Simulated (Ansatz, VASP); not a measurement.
# ZnO in two plane-wave programs, part 2 of 2

Wanted: the spread between two codes on one cell, functional and k mesh. The cell is taken from a series of VASP runs on this material, whose earlier steps may have relaxed, scaled or displaced it; both programs get it as it stands.

VASP 6.6.1 and Ansatz 0.2.0.

So far: The starting structure; VASP: band structure, HSE06.

### Step 3. Ansatz: band structure, HSE06

Level of this step: Ansatz beside VASP: Kohn-Sham DFT, plane waves, HSE06 (Ansatz).

Ansatz runs on its default PAW (the set named soft_2) files.

The same cell, functional, mesh and smearing now go to Ansatz, which takes its cutoff from its data sets.

Contents of input.yaml:

```yaml
crystal:
  lattice:
    - [3.249308, 0.0, 0.0]
    - [-1.624654, 2.813983, 0.0]
    - [0.0, 0.0, 5.205709]
  atoms:
    - { symbol: Zn, position: [0.333333, 0.666667, 0.4989739082] }
    - { symbol: Zn, position: [0.666667, 0.333333, 0.9989739082] }
    - { symbol: O, position: [0.666667, 0.333333, 0.3800360918] }
    - { symbol: O, position: [0.333333, 0.666667, 0.8800360918] }
hamiltonian:
  xc: { exchange: pbe, correlation: pbe, exx: { coeff: 0.25, omega: 0.2 } }
  pseudopotentials: { kind: paw }
kpoints:
  mp_grid: { grid: [6, 6, 4] }
  band_path:
    path:
      - [0.0, 0.0, 0.0]
      - [0.42857, 0.0, 0.0]
      - [0.40476, 0.19048, 0.0]
      - [0.19048, 0.19048, 0.0]
      - [0.0, 0.0, 0.07143]
      - [0.0, 0.0, 0.5]
      - [0.42857, 0.0, 0.5]
      - [0.38095, 0.2381, 0.5]
      - [0.19048, 0.19048, 0.5]
      - [0.5, 0.0, 0.35714]
      - [0.33333, 0.33333, 0.0]
      - [0.33333, 0.33333, 0.5]
    npoints: 1
scf:
  occupations: { method: gaussian, width: 0.02 }
  n_extra_bands: 8
output:
  forces: true
  stress: true
  eigenvalues: true
```

Command:

```
> ansatz run input.yaml --threads 4 --pin off --max-ram 9216MiB --backend cpu --events-out ev --progress --plain --runs-dir out
```

Numbers of over 12 decimals in the logs are rounded to 6 here.

What it wrote:

```text
Warning: the atoms were moved onto the symmetric positions of the space group found under crystal.symmetry.tolerance 1.0e-5 (fractional; no operation is sought that the atoms, as they stand in a round, miss by more than twice it, and no atom is moved by as much as it), and the run uses the moved positions. Before a round's move an operation carried an atom to 3.25e-6 Å from where it should land, the largest such dist [...]
Warning: output.stress: scf.convergence.dr2_threshold = 1e-7 eV (the SCF's general default) is looser than the 4e-10 eV advised for a printed stress (1e-10 eV for each atom of the cell: 4). What an SCF threshold leaves in a stress goes as its square root, and in the free energy as the threshold itself, and one threshold admits the most on a small cell: [figures from the program's tests cut] Set scf.convergence.dr2_threshold to 4e-10 eV or tighter. The threshold is an SCF's pass mark: one that does not reach it within its budget of iterations ends unconverged, or closes short of it on a stop that the run arms, and scf.convergence.dr2_threshold's page says what that costs each kind of run
Warning: output.stress: scf.exx.energy_threshold = 1e-6 eV is looser than the 4e-8 eV advised for a stress under a hybrid functional (1e-8 eV for each atom of the cell: 4). Every SCF of the exchange loop can meet its threshold on dr2 while the loop round them stops early: no threshold on dr2 bounds what that leaves in the stress. Set scf.exx.energy_threshold to 4e-8 eV or tighter. The threshold is the loop's pass mark: a loop that does not reach it within its budget of cycles ends unconverged, and scf.exx.energy_threshold's page has the law
scf.n_extra_bands = 8 over 18 filled bands (N_el = 36.0): the run solves 26 bands
Engine: ansatz 0.2.0, x86_64-unknown-linux-gnu
Pseudopotentials: kind: paw
Pseudopotential: Zn, paw, valence charge 12, recommended cutoff 420 eV (normal), Zn.paw.azcp
Pseudopotential: O, paw, valence charge 6, recommended cutoff 420 eV (normal), O.paw.azcp
Functional definition: unnamed
  parameter a_1 = 0.25
  parameter omega_1 = 0.2/angstrom
  exchange = pbe_x + (-a_1)*pbe_x_sr(omega_1) + a_1*exact_x_sr(omega_1)
  correlation = pbe_c
Crystal: 4 atoms, lattice volume = 47.598 Å³
Basis set: ecut = 420 eV, 941 PW (Γ), exchange–correlation on 48×48×72 points (8 copies of the dense FFT grid, shifted against one another)
Bands: 26, of which v1, the nominal top of the filled ones, is band 18 counted from 1 (17 counted from 0)
Symmetry: 12 space group operations
Space group: P63mc (ITA 186), of the structure as read, at distance tolerance 3.6e-5 Å
k-points: 21 of 144 (time reversal used)
Non-local potential: Zn, projectors of the file, l = 0: 2, l = 1: 2, l = 2: 3, l = 3: 1
Non-local potential: O, projectors of the file, l = 0: 2, l = 1: 2, l = 2: 1
PAW form: soft (Blöchl's): semilocal exchange-correlation on the pseudo side does not see the compensation charge
PAW frozen core: Zn, regenerated for the run's functional, and the local potential with it (the file was generated under x = pbe(κ = 0.804, μ = 0.219515), c = pbe(β = 0.066725))
PAW frozen core: O, regenerated for the run's functional, and the local potential with it (the file was generated under x = pbe(κ = 0.804, μ = 0.219515), c = pbe(β = 0.066725))
PAW one-centre angular grid: Zn, 590 points (default); XC on 64 Gauss nodes
PAW one-centre angular grid: O, 110 points (default); XC on 96 Gauss nodes
Initial density: superposition of atomic densities (neutral atoms: chi_scale 0, normalization atom), corrected by the library's trained network
Initial wavefunctions: pseudopotential atomic-orbital guess
Functional: x = pbe(κ = 0.804, μ = 0.219515), c = pbe(β = 0.066725), warm-up for x = pbe(κ = 0.804, μ = 0.219515) + 0.25 (exact − pbe) at short range (hse, ω = 0.2 Å⁻¹), c = pbe(β = 0.066725)
SCF iter   1: F=—  HF=-7773.677201 eV  |F-HF|=—  |Δ(HF+E_count)|=         —  Δρ=2.31e-3  dr2=1.39e-3  ethr=1.77e-3  ⟨swp⟩=9.9  Hψ=2715  notcnv=0
preconditioner: auto → none  [insulator: Δε(μ)=0.824 eV  Ē_g=15.357 eV  σ=0.020 eV  W_gap=1.00  n_scr=22 (ndim 8)  ℏωp=32.3 eV  f_vac=0.035  D(μ)=0.00/eV (n_scr^D=0)]
SCF iter   2: F=—  HF=-7773.677034 eV  |F-HF|=—  |Δ(HF+E_count)|=   1.67e-4  Δρ=1.47e-3  dr2=6.20e-4  ethr=3.87e-6  ⟨swp⟩=4.4  Hψ=1907  notcnv=0  defer=1
iter 3 solved again at ethr=2.65e-8 eV; its pass at ethr=1.72e-6 eV (dr2=9.52e-6 eV) is discarded
SCF iter   3: F=-7773.676827 eV  HF=-7773.676759 eV  |F-HF|=6.79e-5  |Δ(HF+E_count)|=   2.74e-4  Δρ=2.68e-4  dr2=9.66e-6  ethr=2.65e-8  ⟨swp⟩=2.2  Hψ=2301  notcnv=0
SCF 1 stopped early in 3 iterations: F = -7773.676827 eV  dr2 = 9.66e-6
  greatest PAW one-centre occupation: 0.987 electrons in one spin orbital (limit 2), on the Zn atom at site 1 (counted from 0), in its partial waves of l = 2
Initial density: handed on by an earlier stage of this run
Initial wavefunctions: those handed on with the density
Functional: x = pbe(κ = 0.804, μ = 0.219515) + 0.25 (exact − pbe) at short range (hse, ω = 0.2 Å⁻¹), c = pbe(β = 0.066725)
Exchange kernel: α = 0.2500, screened, ω = 0.2000 Å⁻¹, Wigner–Seitz truncation, v(0) = 1127.2447 eV·Å³, q-mesh 6×6×4, nearest image of the exchange supercell L = 19.50 Å, pair-density grid 18×18×30, without the augmentation charges, whose exchange is taken in its separable form by FFT convolution over the k-point mesh (sized by the pseudopotential files, 20×20×36 at the most), smooth part of the exact exchange by density-matrix convolution
Frozen-core exchange: fock
SCF iter   1: F=—  HF=-7773.463883 eV  |F-HF|=—  |Δ(HF+E_count)|=         —  Δρ=2.66e-2  dr2=1.83e-1  ethr=2.68e-7  ⟨swp⟩=6.6  Hψ=2847  notcnv=0
preconditioner: auto → none  [insulator: Δε(μ)=2.610 eV  Ē_g=18.460 eV  σ=0.020 eV  W_gap=1.00  n_scr=22 (ndim 8)  ℏωp=32.3 eV  f_vac=0.035  D(μ)=0.00/eV (n_scr^D=0)]
SCF iter   2: F=—  HF=-7773.406429 eV  |F-HF|=—  |Δ(HF+E_count)|=   5.75e-2  Δρ=4.53e-3  dr2=7.49e-3  ethr=2.68e-7  ⟨swp⟩=5.0  Hψ=2350  notcnv=0
SCF iter   3: F=—  HF=-7773.422037 eV  |F-HF|=—  |Δ(HF+E_count)|=   1.56e-2  Δρ=5.85e-3  dr2=8.21e-3  ethr=2.68e-7  ⟨swp⟩=5.0  Hψ=2107  notcnv=0
SCF iter   4: F=—  HF=-7773.420792 eV  |F-HF|=—  |Δ(HF+E_count)|=   1.25e-3  Δρ=2.24e-3  dr2=1.06e-3  ethr=2.68e-7  ⟨swp⟩=4.0  Hψ=1669  notcnv=0
SCF iter   5: F=—  HF=-7773.422079 eV  |F-HF|=—  |Δ(HF+E_count)|=   1.29e-3  Δρ=1.20e-3  dr2=4.51e-4  ethr=2.68e-7  ⟨swp⟩=4.0  Hψ=1710  notcnv=0
SCF iter   6: F=—  HF=-7773.421950 eV  |F-HF|=—  |Δ(HF+E_count)|=   1.29e-4  Δρ=5.69e-4  dr2=1.49e-4  ethr=2.68e-7  ⟨swp⟩=4.0  Hψ=1523  notcnv=0
SCF iter   7: F=-7773.421906 eV  HF=-7773.421908 eV  |F-HF|=2.15e-6  |Δ(HF+E_count)|=   4.20e-5  Δρ=4.37e-5  dr2=1.85e-6  ethr=2.68e-7  ⟨swp⟩=3.0  Hψ=1070  notcnv=0
SCF 2 stopped early in 7 iterations: F = -7773.421906 eV  dr2 = 1.85e-6
  Residual-converged pass: ⟨swp⟩=3.9  Hψ=1606  notcnv=0  max |occ|·‖R‖ = 6.3e-6 eV (tolerance 6.7e-6 eV)  dr2=1.72e-6  dr2_onsite=4.16e-8  max |Δocc| = 0.0e0
  greatest PAW one-centre occupation: 0.989 electrons in one spin orbital (limit 2), on the Zn atom at site 1 (counted from 0), in its partial waves of l = 2
hybrid outer 1: dexx = +2.421e-2 eV, tail = 9.38e-5 eV
Exchange kernel: α = 0.2500, screened, ω = 0.2000 Å⁻¹, Wigner–Seitz truncation, v(0) = 1127.2447 eV·Å³, q-mesh 6×6×4, nearest image of the exchange supercell L = 19.50 Å, pair-density grid 18×18×30, without the augmentation charges, whose exchange is taken in its separable form by FFT convolution over the k-point mesh (sized by the pseudopotential files, 20×20×36 at the most), smooth part of the exact exchange by density-matrix convolution
Frozen-core exchange: fock
SCF iter   1: F=—  HF=-7773.420645 eV  |F-HF|=—  |Δ(HF+E_count)|=         —  Δρ=1.40e-4  dr2=7.20e-6  ethr=1.30e-6  ⟨swp⟩=3.2  Hψ=1232  notcnv=0
preconditioner: auto → none  [insulator: Δε(μ)=2.543 eV  Ē_g=18.201 eV  σ=0.020 eV  W_gap=1.00  n_scr=22 (ndim 8)  ℏωp=32.3 eV  f_vac=0.050  D(μ)=0.00/eV (n_scr^D=0)]
SCF iter   2: F=—  HF=-7773.420646 eV  |F-HF|=—  |Δ(HF+E_count)|=   8.99e-7  Δρ=1.83e-5  dr2=3.36e-7  ethr=1.44e-8  ⟨swp⟩=4.0  Hψ=1470  notcnv=0
SCF iter   3: F=—  HF=-7773.420648 eV  |F-HF|=—  |Δ(HF+E_count)|=   1.45e-6  Δρ=1.89e-5  dr2=1.09e-7  ethr=2.11e-10  ⟨swp⟩=4.0  Hψ=1881  notcnv=0
SCF iter   4: F=—  HF=-7773.420648 eV  |F-HF|=—  |Δ(HF+E_count)|=   2.89e-8  Δρ=2.11e-6  dr2=5.15e-9  ethr=2.11e-10  ⟨swp⟩=3.1  Hψ=1161  notcnv=0
SCF iter   5: F=-7773.420648 eV  HF=-7773.420648 eV  |F-HF|=3.75e-9  |Δ(HF+E_count)|=   2.56e-8  Δρ=3.52e-6  dr2=3.89e-9  ethr=3.03e-12  ⟨swp⟩=4.0  Hψ=1651  notcnv=0
SCF 3 converged in 5 iterations: F = -7773.420648 eV  dr2 = 3.89e-9
  Residual-converged pass: ⟨swp⟩=2.4  Hψ=935  notcnv=0  max |occ|·‖R‖ = 6.3e-7 eV (tolerance 6.3e-7 eV)  dr2=3.89e-9  dr2_onsite=1.07e-9  max |Δocc| = 0.0e0
  greatest PAW one-centre occupation: 0.989 electrons in one spin orbital (limit 2), on the Zn atom at site 0 (counted from 0), in its partial waves of l = 2
hybrid outer 2: dexx = +1.389e-6 eV, tail = 3.78e-8 eV, Δε = 5.09e-3 eV (about 1.30e-4 eV left of the loop's levels), ΔF = 4.79e-4 eV/Å (tail 2.66e-4)
NSCF: frozen V_eff on 12 k-points
hybrid SCF converged: 2 outer / 12 inner (+3 warm-up), last move |dexx| = 1.39e-6 eV, tail = 3.78e-8 eV
Stability not checked: this state was not tested for a lower state beside it, because the functional holds exact exchange (a hybrid, or Hartree-Fock), whose exchange loop this test does not read (fock_operator; see scf.lower_state_search)
Free energy (F): -7773.420648 eV
Frozen-core exchange: fock
Harris-Foulkes:  -7773.420648 eV  (|F-HF|=3.75e-9)
Internal energy: -7773.420648 eV  (E = F + TS)
E sigma→0 (E₀):  -7773.420648 eV
Fermi energy:    7.194717 eV
--- Per-component energies (eV) ---
  E_band       = -8.764737
  E_kinetic    = 613.162807
  E_local      = -4024.310363  (includes V_loc(G=0)·N_el)
  E_nonlocal   = 1341.668847
  E_hartree    = 1664.891707
  E_xc         = -333.570493
  E_vxc        = -230.373077  (∫ρ·V_xc dr)
  E_exx        = -123.281760  (= α·E_x^exact, valence–valence)
  E_paw        = -3950.589771  (= ΣΔE_a)
  E_vpaw       = -792.140598  (= ΣTr[D̂ρ^β])
  E_aug_tail   = 0.004201  (compensation charges beyond the density's cutoff)
  E_ewald      = -2962.627299
  E_core_change = 1.231476  (= ΣΔE_core)
  E_smearing   = -0.000000  (= −TS)
  E_closure    = -0.000000  (closes the sum)
  Σ components = -7773.420648   (vs F -7773.420648, Δ=0.00e0)
--- Forces (eV/Å), atoms counted from 1 ---
  atom   1  Zn     0.00000000    -0.00000000    -0.00604725
  atom   2  Zn     0.00000000     0.00000000    -0.00604725
  atom   3  O      0.00000000    -0.00000000     0.00603914
  atom   4  O      0.00000000     0.00000000     0.00603914
  max |Σ_I F_I| component: 1.62e-5 eV/Å
--- Stress (GPa, compression-positive) ---
        0.364578       0.000000       0.000000
        0.000000       0.364578       0.000000
       -0.000000      -0.000000       0.755031
  P = ⅓ Tr σ = 0.4947 GPa (4.947 kbar)
--- Band table (eV; the first three rows and the last of 21) ---
  k-point 0: bands = [... 14 lower, 5.0761, 5.8531, 5.9230, 5.9230, 8.4664, 13.1787, 16.2989, 20.9671, ... 4 higher]
  k-point 1: bands = [... 14 lower, 5.2025, 5.2025, 5.8012, 5.8012, 9.5137, 12.6218, 16.7680, 20.4640, ... 4 higher]
  k-point 2: bands = [... 14 lower, 5.5043, 5.5043, 5.5043, 5.5043, 11.2226, 11.2226, 18.1835, 18.1835, ... 4 higher]
  k-point 20: bands = [... 14 lower, 2.9730, 2.9730, 4.6572, 4.6572, 15.8368, 15.8368, 16.0216, 16.0216, ... 4 higher]
```

It took 52 s on 4 threads of AMD EPYC 7B13 (Zen 3), shared host; peak memory 1.4 GiB.

### Step 4. Side by side

Known differences besides the potentials themselves: exact exchange at q = 0 is treated differently, which shows on coarse meshes; VASP keeps PBE cores, Ansatz makes them for the functional; the cutoff is 420 eV in Ansatz and 520 eV in VASP; VASP takes a coarser grid for exact exchange (PRECFOCK = Fast). Total energies have different zeros and are not compared.

The two programs side by side:

```tsv
quantity	Ansatz	VASP	difference
pressure (GPa)	0.49	1.65	-1.16
pressure without Ansatz's Pulay correction (GPa)	-0.13	1.65	-1.78
gap over the path points (eV)	2.543	2.498	+0.046
```

Levels at points of the path, from each program's valence-band top (eV; 4 filled, then empty):

```tsv
k (reciprocal lattice)	Ansatz	VASP
0.000 0.000 0.000	-0.85 -0.07 0.00 0.00 2.54 7.26 10.38	-0.85 -0.07 0.00 0.00 2.50 7.20 10.35
0.429 0.000 0.000	-3.00 -2.30 -1.25 -0.84 7.33 9.16 9.54	-3.00 -2.32 -1.26 -0.84 7.29 9.12 9.51
0.405 0.190 0.000	-3.42 -2.56 -1.69 -1.42 8.78 9.50 9.52	-3.45 -2.57 -1.70 -1.42 8.74 9.46 9.49
0.190 0.190 0.000	-2.90 -2.13 -0.92 -0.83 6.31 9.72 10.55	-2.90 -2.14 -0.92 -0.83 6.28 9.69 10.51
0.000 0.000 0.071	-0.84 -0.17 -0.01 -0.01 2.66 7.21 10.41	-0.84 -0.17 -0.01 -0.01 2.61 7.16 10.39
0.000 0.000 0.500	-0.42 -0.42 -0.42 -0.42 5.30 5.30 12.26	-0.42 -0.42 -0.42 -0.42 5.26 5.26 12.22
0.429 0.000 0.500	-1.54 -1.54 -1.44 -1.44 7.53 7.53 10.81	-1.55 -1.55 -1.45 -1.45 7.48 7.48 10.77
0.381 0.238 0.500	-2.70 -2.70 -1.28 -1.28 9.06 9.06 10.68	-2.71 -2.71 -1.29 -1.29 9.02 9.02 10.64
0.190 0.190 0.500	-1.71 -1.71 -1.33 -1.33 7.47 7.47 11.31	-1.72 -1.72 -1.34 -1.34 7.43 7.43 11.27
0.500 0.000 0.357	-1.93 -1.93 -1.29 -1.19 7.37 8.04 10.42	-1.94 -1.94 -1.30 -1.19 7.33 8.00 10.39
```

Among the levels compared at these points, filled levels agree within 26 meV and empty ones within 51 meV. Ansatz's pressure holds a Pulay correction of 0.62 GPa; VASP's holds none.

### Step 5. Further runs

Further runs change the set-up of one program: Ansatz's method, potentials or start, or VASP's data sets, cutoff or form of LDA. The table gives Ansatz less VASP for each quantity, since a change that brings one quantity closer may part another.

```tsv
run	r.m.s. force difference (meV/Å)	pressure (GPa)	gap over the path points (eV)	pressure without Ansatz's Pulay correction (GPa)
as above	0.57	-1.2	0.046	-1.8
cores kept as stored	0.61	-1.1	0.040	-1.7
Ansatz's larger PAW set (cutoff 900 eV)	0.8	-1.2	0.060	
norm-conserving potentials (cutoff 1240 eV)	0.71	-0.82	5.0e-4
```

### Step 6. Summary of results

```
difference in pressure (band structure, HSE06)                 : -1.2 GPa
difference in gap over the path points (band structure, HSE06) : 0.046 eV
```

The difference in pressure is -1.2 GPa (band structure, HSE06), beyond the 1 GPa picked in this series as the mark of a large difference. Band structure, HSE06, Ansatz's larger PAW set (cutoff 900 eV): r.m.s. force difference goes from 0.57 to 0.8 meV/Å; the difference in gap over the path points goes from 0.046 to 0.060 eV. Band structure, HSE06, norm-conserving potentials (cutoff 1240 eV): the difference in pressure goes from -1.2 to -0.82 GPa; the difference in gap over the path points goes from 0.046 to 5.0e-4 eV. Such differences can come from data sets, numerical settings and the points named under the comparisons, not from the functional's error against experiment.

[Lines on the potential files, build, host, timing and source positions are cut from VASP's logs without a mark.]

[Logs are printed without paths, hosts, clocks, repeated set-up lines and the standing remarks that a program may print on its own settings, such as how far it seeks lower states.]

[Hosts, paths, dates, database ids (printed as entryN), source tags and the programs' standing remarks are cut or masked in the printed files.]
